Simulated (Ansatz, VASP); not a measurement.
# Al: VASP beside Ansatz

```
CELL_PARAMETERS angstrom
-2.64559 2.64559 1.37131
2.64559 -2.64559 1.37131
2.64559 2.64559 -1.37131
ATOMIC_POSITIONS crystal
Al 0.62500 0.87500 0.75000
Al 0.37500 0.12500 0.25000
```

This isn't the form of Al at room conditions, which is fcc.

Alike in both runs: task single point; functional PBE; k mesh 16 × 16 × 16; occupations fermi-dirac, width 0.05 eV; no spin polarisation.

```csv
,VASP,Ansatz
version,VASP 6.6.1,Ansatz 0.2.0
potentials or method,"VASP PAW PBE potentials, release 64 (Al), cutoff 520 eV","all-electron LAPW, scalar-relativistic"
```

```tsv
	VASP	Ansatz	Ansatz less VASP
pressure (GPa)	0.0	0.0	+0.01
```

Ansatz ran all-electron here, so the differences hold the error of VASP's frozen core and of both bases.
